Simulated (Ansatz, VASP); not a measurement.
**One calculation of Na2S, two programs**

The input INCAR:

```
ALGO = Fast ; EDIFF = 1E-7
ENCUT = 520 ; GGA = PE
ISIF = 2 ; ISMEAR = 0
LASPH = True ; LCHARG = True
LELF = True ; LREAL = False
LVHAR = True ; LWAVE = False
NBANDS = 17 ; NELM = 100
PREC = Accurate ; SIGMA = 0.1
```

KPOINTS

```
k-points
0
Gamma
  4 4 4
```

The input POSCAR:

```
Na2S
1.0
    0.0000000000      3.2491545700      3.2491545700
    3.2491545700      0.0000000000      3.2491545700
    3.2491545700      3.2491545700      0.0000000000
Na S
2 1
Direct
    0.2500000000      0.2500000000      0.2500000000
    0.7500000000      0.7500000000      0.7500000000
    0.0000000000      0.0000000000      0.0000000000
```

Input for Ansatz:

```yaml
crystal:
  lattice:
    - [0.0, 3.249155, 3.249155]
    - [3.249155, 0.0, 3.249155]
    - [3.249155, 3.249155, 0.0]
  atoms:
    - { symbol: Na, position: [0.25, 0.25, 0.25] }
    - { symbol: Na, position: [0.75, 0.75, 0.75] }
    - { symbol: S, position: [0.0, 0.0, 0.0] }
basis:
  ecutwfc: 420
kpoints:
  mp_grid: { grid: [4, 4, 4] }
hamiltonian:
  xc: pbe
scf:
  occupations: { method: gaussian, width: 0.1 }
output:
  forces: true
  stress: true
  eigenvalues: true
```

The cell comes from a database or a generator and needn't be the stable form of this composition.

Alike in both runs: task single point; functional PBE; k mesh 4 × 4 × 4; occupations gaussian, width 0.1 eV; no spin polarisation.

|  | VASP | Ansatz |
| --- | --- | --- |
| version | VASP 6.6.1 | Ansatz 0.2.0 |
| potentials or method | VASP PAW PBE potentials, release 64 (Na_pv, S) | scalar-relativistic, plane waves, PAW |
| plane-wave cutoff (eV) | 520 | 420 |
| valence electrons in the cell | 20 | 24 |

|  | VASP | Ansatz | Ansatz less VASP |
| --- | --- | --- | --- |
| gap on the k mesh at the Fermi level (eV) | 2.55 | 2.55 | +0.002 |
| least direct gap on the mesh (eV) | 2.55 | 2.55 | +0.002 |
| pressure (GPa) | 1.0 | 1.0 | -0.02 |

The two sets of potentials don't hold the same shells in valence.

A hybrid or GW would open this gap; PBE tends to underestimate it.
